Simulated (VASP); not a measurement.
**VASP 6.6.1, r²SCAN single-point calculation, PbSe (strained rocksalt)**

INCAR

```
LCHARG = .TRUE.
NBANDS = 17
NELM = 120
LREAL = .FALSE.
METAGGA = R2SCAN
SIGMA = 0.01
ENCUT = 520
LWAVE = .FALSE.
LELF = .TRUE.
ISMEAR = 0
IBRION = -1
LASPH = .TRUE.
EDIFF = 1E-7
ISIF = 2
PREC = Accurate
NSW = 0
ALGO = Normal
```

KPOINTS

```
KPOINTS created by Atomic Simulation Environment
0
Gamma
8 8 8
0 0 0
```

KPOINTS_OPT

```
special points
7
Reciprocal
0.0000000000 0.0000000000 0.0000000000 1
0.5000000000 0.0000000000 0.5000000000 1
0.6250000000 0.2500000000 0.6250000000 1
0.3750000000 0.3750000000 0.7500000000 1
0.5000000000 0.5000000000 0.5000000000 1
0.5000000000 0.2500000000 0.7500000000 1
0.0000000000 0.0000000000 0.5000000000 1
```

POSCAR

```
Pb Se
 1.0000000000000000
     0.0000000000000000    3.0887022205000001    3.0887022205000001
     3.1504762649000000    0.0000000000000000    3.0887022205000001
     3.1504762649000000    3.0887022205000001    0.0000000000000000
 Pb  Se
   1   1
Cartesian
  0.0000000000000000  0.0000000000000000  0.0000000000000000
  3.1504762649000000  3.0887022205000001  3.0887022205000001
```

VASP ran with the recommended PBE PAW datasets (20 valence electrons in the cell).

Command

```
mpirun -np 1 vasp_std
```

OSZICAR

```
N       E                     dE             d eps       ncg     rms          rms(c)
DAV:   1     0.961443400657E+02    0.96144E+02   -0.96839E+03  2006   0.121E+03
DAV:   2    -0.644626479703E+02   -0.16061E+03   -0.15534E+03  2109   0.314E+02
DAV:   3    -0.764141530618E+02   -0.11952E+02   -0.11842E+02  2573   0.913E+01
DAV:   4    -0.766966492076E+02   -0.28250E+00   -0.28227E+00  2484   0.159E+01
DAV:   5    -0.767066191409E+02   -0.99699E-02   -0.99696E-02  2927   0.289E+00    0.291E+00
DAV:   6    -0.719280596798E+02    0.47786E+01   -0.19653E+00  2432   0.234E+01    0.212E+00
DAV:   7    -0.719147116022E+02    0.13348E-01   -0.24806E-01  2386   0.399E+00    0.110E+00
DAV:   8    -0.719267210282E+02   -0.12009E-01   -0.15658E-02  2679   0.148E+00    0.532E-01
DAV:   9    -0.719313011983E+02   -0.45802E-02   -0.88709E-03  2192   0.107E+00    0.190E-01
DAV:  10    -0.719311191403E+02    0.18206E-03   -0.35905E-04  2766   0.272E-01    0.879E-02
DAV:  11    -0.719312047271E+02   -0.85587E-04   -0.59231E-04  2669   0.310E-01    0.508E-02
DAV:  12    -0.719311653445E+02    0.39383E-04   -0.11269E-04  2668   0.151E-01    0.774E-03
DAV:  13    -0.719311656061E+02   -0.26160E-06   -0.81269E-06  2814   0.328E-02    0.216E-03
DAV:  14    -0.719311656045E+02    0.16134E-08   -0.10077E-07  1883   0.273E-03
   1 F= -.71931166E+02 E0= -.71931166E+02  d E =-.951566E-53
       N       E                     dE             ncg
DAV:   1     0.225625436825E+04   -0.36543E+04      238
DAV:   2     0.114112912920E+04   -0.11151E+04      256
DAV:   3     0.105330360846E+04   -0.87826E+02      317
DAV:   4     0.105120442534E+04   -0.20992E+01      300
DAV:   5     0.105111821789E+04   -0.86207E-01      343
DAV:   6     0.105111345777E+04   -0.47601E-02      315
DAV:   7     0.105111342377E+04   -0.34001E-04      344
DAV:   8     0.105111342303E+04   -0.74293E-06      304
DAV:   9     0.105111342303E+04   -0.55220E-08      266
```

From OUTCAR

```
k-points           NKPTS =     59   k-points in BZ     NKDIM =     59   number of bands    NBANDS=     17

   NELECT =      20.0000    total number of electrons

   dimension x,y,z NGX =    32 NGY =   36 NGZ =   36
   dimension x,y,z NGXF=    64 NGYF=   72 NGZF=   72

  energy-cutoff  :      520.00
  volume of cell :       60.11
      direct lattice vectors                 reciprocal lattice vectors
     0.000000000  3.088702221  3.088702221    -0.158706163  0.161880286  0.161880286
     3.150476265  0.000000000  3.088702221     0.158706163 -0.161880286  0.161880286
     3.150476265  3.088702221  0.000000000     0.158706163  0.161880286 -0.161880286

 k-points in reciprocal lattice and weights: KPOINTS created by Atomic Simulation Env
   0.00000000  0.00000000  0.00000000       0.002
   0.12500000  0.00000000  0.00000000       0.016
   0.25000000  0.00000000  0.00000000       0.016
   0.37500000 -0.00000000 -0.00000000       0.016
   0.50000000  0.00000000  0.00000000       0.008
   0.12500000  0.12500000  0.00000000       0.008
   0.25000000  0.12500000  0.00000000       0.031
   0.37500000  0.12500000 -0.00000000       0.031
   ...

 E-fermi :   4.4149

 k-point     1 :       0.0000    0.0000    0.0000
  band No.  band energies     occupation
      1     -13.0594      2.00000
      2     -13.0594      2.00000
      3     -13.0584      2.00000
      4     -13.0521      2.00000
      5     -13.0447      2.00000
      6      -9.4067      2.00000
      7      -2.0931      2.00000
      8       2.4752      2.00000
      9       2.4752      2.00000
     10       2.6469      2.00000
     11       8.9790      0.00000
     12       9.4200      0.00000
     13       9.4200      0.00000
     14      11.3238      0.00000
     15      11.4383      0.00000
     16      11.4383      0.00000
     17      12.8748      0.00000

 k-point     2 :       0.1250    0.0000    0.0000
  band No.  band energies     occupation
      1     -13.0610      2.00000
      2     -13.0578      2.00000
      3     -13.0573      2.00000
      4     -13.0490      2.00000
      5     -13.0463      2.00000
      6      -9.2942      2.00000
      7      -2.4673      2.00000
      8       2.5247      2.00000
      9       2.6036      2.00000
     10       2.8164      2.00000
     11       8.1641      0.00000
     12       8.6011      0.00000
     13       8.7597      0.00000
     14      11.1890      0.00000
     15      11.7095      0.00000
     16      11.7650      0.00000
     17      13.9038      0.00000

 k-point     3 :       0.2500    0.0000    0.0000
  band No.  band energies     occupation
      1     -13.0676      2.00000
      2     -13.0599      2.00000
      3     -13.0561      2.00000
      4     -13.0428      2.00000
      5     -13.0396      2.00000
      6      -8.9878      2.00000
      7      -3.2979      2.00000
      8       2.6649      2.00000
      9       2.7122      2.00000
     10       3.3510      2.00000
     11       6.7622      0.00000
     12       7.4769      0.00000
     13       7.6354      0.00000
     14      11.3629      0.00000
     15      12.6018      0.00000
     16      12.6111      0.00000
     17      15.7788      0.00000

 k-point     4 :       0.3750   -0.0000   -0.0000
  band No.  band energies     occupation
      1     -13.0745      2.00000
      2     -13.0670      2.00000
      3     -13.0550      2.00000
      4     -13.0348      2.00000
      5     -13.0295      2.00000
      6      -8.6079      2.00000
      7      -4.1097      2.00000
      8       2.8329      2.00000
      9       2.8463      2.00000
     10       3.9162      2.00000
     11       5.6245      0.00000
     12       6.6314      0.00000
     13       6.7483      0.00000
     14      12.2933      0.00000
     15      13.8862      0.00000
     16      13.9392      0.00000
     17      16.1472      0.00000

 k-point     5 :       0.5000    0.0000    0.0000
  band No.  band energies     occupation
      1     -13.0773      2.00000
      2     -13.0701      2.00000
      3     -13.0546      2.00000
      4     -13.0312      2.00000
      5     -13.0253      2.00000
      6      -8.4156      2.00000
      7      -4.4630      2.00000
      8       2.8948      2.00000
      9       2.9398      2.00000
     10       4.3090      2.00000
     11       5.0298      0.00000
     12       6.3117      0.00000
     13       6.4061      0.00000
     14      13.3526      0.00000
     15      14.8729      0.00000
     16      14.9941      0.00000
     17      15.1405      0.00000

 k-point     6 :       0.1250    0.1250    0.0000
  band No.  band energies     occupation
      1     -13.0616      2.00000
      2     -13.0596      2.00000
      3     -13.0546      2.00000
      4     -13.0494      2.00000
      5     -13.0464      2.00000
      6      -9.2527      2.00000
      7      -2.5437      2.00000
      8       2.2541      2.00000
      9       2.4366      2.00000
     10       3.2667      2.00000
     11       7.3755      0.00000
     12       8.8687      0.00000
     13       9.2872      0.00000
     14      10.4693      0.00000
     15      12.3176      0.00000
     16      12.4004      0.00000
     17      13.2456      0.00000

 k-point     7 :       0.2500    0.1250    0.0000
  band No.  band energies     occupation
      1     -13.0689      2.00000
      2     -13.0614      2.00000
      3     -13.0560      2.00000
      4     -13.0462      2.00000
      5     -13.0377      2.00000
      6      -9.0046      2.00000
      7      -3.1043      2.00000
      8       2.1741      2.00000
      9       2.3373      2.00000
     10       3.5980      2.00000
     11       6.4424      0.00000
     12       8.2766      0.00000
     13       8.7021      0.00000
     14      10.4246      0.00000
     15      12.9088      0.00000
     16      13.2786      0.00000
     17      14.5078      0.00000

 k-point     8 :       0.3750    0.1250   -0.0000
  band No.  band energies     occupation
      1     -13.0790      2.00000
      2     -13.0631      2.00000
      3     -13.0576      2.00000
      4     -13.0399      2.00000
      5     -13.0282      2.00000
      6      -8.6390      2.00000
      7      -3.8348      2.00000
      8       2.2740      2.00000
      9       2.3614      2.00000
     10       3.3911      2.00000
     11       6.2104      0.00000
     12       7.4863      0.00000
     13       7.7994      0.00000
     14      11.0770      0.00000
     15      13.8691      0.00000
     16      14.5169      0.00000
     17      15.9373      0.00000

 k-point     9 :       0.5000    0.1250   -0.0000
  band No.  band energies     occupation
      1     -13.0830      2.00000
      2     -13.0691      2.00000
      3     -13.0536      2.00000
      4     -13.0361      2.00000
      5     -13.0247      2.00000
      6      -8.3679      2.00000
      7      -4.3137      2.00000
      8       2.1394      2.00000
      9       2.5331      2.00000
     10       3.3992      2.00000
     11       5.9457      0.00000
     12       6.9459      0.00000
     13       7.5105      0.00000
     14      12.3346      0.00000
     15      14.4731      0.00000
     16      15.2072      0.00000
     17      15.4120      0.00000

 k-point    10 :      -0.3750    0.1250    0.0000
  band No.  band energies     occupation
      1     -13.0793      2.00000
      2     -13.0700      2.00000
      3     -13.0521      2.00000
      4     -13.0359      2.00000
      5     -13.0292      2.00000
      6      -8.4387      2.00000
      7      -4.2023      2.00000
      8       1.8323      2.00000
      9       2.8365      2.00000
     10       3.7808      2.00000
     11       5.6071      0.00000
     12       6.5606      0.00000
     13       8.0113      0.00000
     14      12.5286      0.00000
     15      13.7643      0.00000
     16      14.5645      0.00000
     17      15.7821      0.00000

 k-point    11 :      -0.2500    0.1250    0.0000
  band No.  band energies     occupation
      1     -13.0721      2.00000
      2     -13.0638      2.00000
      3     -13.0538      2.00000
      4     -13.0402      2.00000
      5     -13.0380      2.00000
      6      -8.7781      2.00000
      7      -3.5982      2.00000
      8       1.7684      2.00000
      9       2.9859      2.00000
     10       3.8598      2.00000
     11       5.8738      0.00000
     12       6.7575      0.00000
     13       8.6227      0.00000
     14      11.6842      0.00000
     15      12.4954      0.00000
     16      14.3180      0.00000
     17      15.3625      0.00000

 ...

  Total       -0.8420272     -0.0970324     -0.0970324      0.0000000      0.0000000      0.0000000
  in kB      -22.4428719     -2.5862411     -2.5862411      0.0000000      0.0000000      0.0000000
  external PRESSURE =      -9.2051180 kB  Pullay stress =       0.0000000 kB

 POSITION                                       TOTAL-FORCE (eV/Angst)
 -----------------------------------------------------------------------------------
      0.00000      0.00000      0.00000         0.000000      0.000000     -0.000000
      3.15048      3.08870      3.08870        -0.000000     -0.000000      0.000000
 -----------------------------------------------------------------------------------
    total drift:                                0.000000     -0.000000     -0.000000

  FREE ENERGIE OF THE ION-ELECTRON SYSTEM (eV)
  ---------------------------------------------------
  free  energy   TOTEN  =       -71.9311656045 eV

  energy  without entropy=      -71.9311656045  energy(sigma->0) =      -71.93116560
```

```yaml
gap_between_bands_v_and_c: 0.72 eV
least_direct_gap: 0.72 eV
pressure: -0.9 GPa
```

Band v is the last that the valence electrons fill when counted band by band, and c is the next.

The run took about 2.8 min on one core of a shared host (Intel Xeon Platinum 8488C) and held 0.26 GiB at most.
